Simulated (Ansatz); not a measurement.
# ZnSe: the cost of one run

Computed with Ansatz 0.2.0, driven from Python. Level of theory: DFT LDA, plane waves, PAW.

## (1) The structure

Symmetry: P4/nmm, No. 129, tetragonal system. The conventional cell has a = 4.108 Å, b = 4.108 Å, c = 6.070 Å, α = 90.00°, β = 90.00°, γ = 90.00°. Around Zn (site symmetry -4m2) lie 4 Se at 2.54 Å and 4 Zn at 2.90 Å. Around Se (site symmetry 4mm) lie 4 Zn at 2.54 Å.

The script holds or builds the structure itself.

## (2) The code

File bands.py:

```python
"""Band structure of ZnSe."""

import warnings

import ansatz
import matplotlib.pyplot as plt
import numpy as np

SMEARING = "fixed"
KMESH = (6, 6, 4)
N_EMPTY = 8

warnings.simplefilter("ignore", ansatz.DeckWarning)

znse = (
    ansatz.Lattice.of((4.107702, 0.0, 0.0), (0.0, 4.107702, 0.0), (0.0, 0.0, 6.07035))
    .atom("Zn", (0.0, 0.0, 0.0))
    .atom("Zn", (0.5, 0.5, 0.0))
    .atom("Se", (0.0, 0.5, 0.24628))
    .atom("Se", (0.5, 0.0, 0.75372))
)

# vertices of the path, as fractions of the reciprocal vectors
path = [
    ("G", (0.0, 0.0, 0.0)),
    ("X", (0.0, 0.5, 0.0)),
    ("M", (0.5, 0.5, 0.0)),
    ("G", (0.0, 0.0, 0.0)),
    ("Z", (0.0, 0.0, 0.5)),
]
calc = (
    znse.calculation()
    .pseudopotentials("paw")
    .occupations(SMEARING)
    .kpoints(*KMESH)
    .functional(ansatz.Functional.LDA)
    .band_structure([point for _, point in path], intervals=6)
    .scf(extra_bands=N_EMPTY)
    .density_of_states(energy_step=0.1, method="smearing", broadening_width=0.1, projected=True)
)
session = calc.session()
planned = session.plan(threads=1)
outcome = planned.execute()
summary = outcome.report

n_atoms = len(summary["lattice"]["sites"])
print("F =", round(summary["free_energy_ev"], 4), "eV for", n_atoms, "atoms")
print("E(sigma -> 0) =", round(summary["energy_sigma0_ev"], 4), "eV, TS =", round(summary["entropy_ts_ev"], 5), "eV")
print("closed by", summary["closed_by"], "after", summary["n_iterations"], "iterations")

dos = outcome.density_of_states()
energy = np.asarray(dos.energies_ev) - dos.fermi_ev
projected = outcome.projected_density_of_states()
fig, ax = plt.subplots(figsize=(5, 3.4))
for name in sorted({site.species for site in projected.sites}):
    curve = sum(np.sum(part.g_bin_mean_per_ev, axis=0) for site in projected.sites if site.species == name for shell in site.shells for part in shell.curves)
    ax.plot(energy, curve, label=name)
    window = (energy > -4) & (energy <= 0)
    print(f"{name}: {curve[window].sum() * (energy[1] - energy[0]):.3f} projected states in the 4 eV under E_F")
ax.set(xlim=(-8, 6), xlabel="E - E_F (eV)", ylabel="states/eV")
ax.legend()
fig.savefig("pdos.png", dpi=100)

bands = outcome.band_structure()
fermi = bands.fermi_energy_ev
print(f"zero of the bands: {fermi:.3f} eV, the Fermi level found on the SCF mesh")
for spin, channel in enumerate(bands.channels):
    print("channel", spin, "- computed levels within 8 eV of the Fermi level")
    for i, (label, _) in enumerate(path):
        levels = channel.eigenvalues_ev[i * 6] - fermi
        print(f"  {label:3s}", " ".join(f"{e:7.3f}" for e in levels if abs(e) < 8))
```

## (3) What the engine is handed

The engine receives this input:

```yaml
crystal:
  lattice:
    - [4.107702, 0.0, 0.0]
    - [0.0, 4.107702, 0.0]
    - [0.0, 0.0, 6.07035]
  atoms:
    - { symbol: Zn, position: [0.0, 0.0, 0.0] }
    - { symbol: Zn, position: [0.5, 0.5, 0.0] }
    - { symbol: Se, position: [0.0, 0.5, 0.24628] }
    - { symbol: Se, position: [0.5, 0.0, 0.75372] }
kpoints:
  mp_grid:
    grid: [6, 6, 4]
  band_path:
    path:
      - [0.0, 0.0, 0.0]
      - [0.0, 0.5, 0.0]
      - [0.5, 0.5, 0.0]
      - [0.0, 0.0, 0.0]
      - [0.0, 0.0, 0.5]
    npoints: 6
hamiltonian:
  xc: lda
  pseudopotentials:
    kind: paw
scf:
  n_extra_bands: 8
  occupations:
    method: fixed
output:
  dos:
    de: 0.1
    method:
      smearing:
        sigma: 0.1
    projected: true
```

## (4) The run

The run is started by

```sh
python bands.py
```

**Question.** How long does this script take on 1 thread of Arm Neoverse V2, shared host, and how much memory does it need?

About 9.6 s, with a peak of 0.47 GiB.
